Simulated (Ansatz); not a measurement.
# Pt under pressure: fit and missing row

Pt, Fm-3m, a = 3.970 Å. Ansatz: PBE, PAW, 420 eV, Γ-centred 18×18×18 mesh on 1 atom, Gaussian smearing 0.10 eV; no spin polarisation. Cell and atoms are relaxed at each pressure, and no other structure is tried, so the rows at high pressure may lie past a change of phase.

```
V (Å³/atom) P (GPa)
          ?    39.96
     14.627    19.99
     15.083    10.00
     15.347     5.00
     15.521     1.99
     15.644    -0.01
     15.773    -1.99
```

Take V0 = 15.644 Å³/atom, count pressures from its P0 = -0.01 GPa, fit the third-order Birch–Murnaghan form to the other rows, and predict the missing volume.

With the Eulerian strain f = ½[(V0/V)^(2/3) − 1] and y = (P − P0)/[3f(1 + 2f)^(5/2)], the form is the line y = B0 + 1.5 B0 (B0′ − 4) f. Rows (f, y): 0.02292, 260.0; 0.01232, 254.8; 0.00643, 251.6; 0.00264, 249.2; -0.00273, 245.1. Means f = 0.008316, y = 252.14; Σ(Δf)² = 0.0003871, ΣΔfΔy = 0.2209; the slope is their ratio. y = 247.4 + 570.7 f GPa, so B0 = 247.4 GPa and B0′ = 4 + 2 × (570.7)/(3 × 247.4) = 5.54. P = 39.96 GPa is met at f = 0.04053 (y = 270.53), so V = V0 (1 + 2f)^(−3/2) = 13.918 Å³/atom. The run gave 13.912 Å³/atom, so the fit is 0.006 Å³/atom too high, a small miss on the scale of the series. The form still works here, 91 % of the fitted range beyond its end.

Spin–orbit coupling is left out, which can shift energies with elements as heavy as these.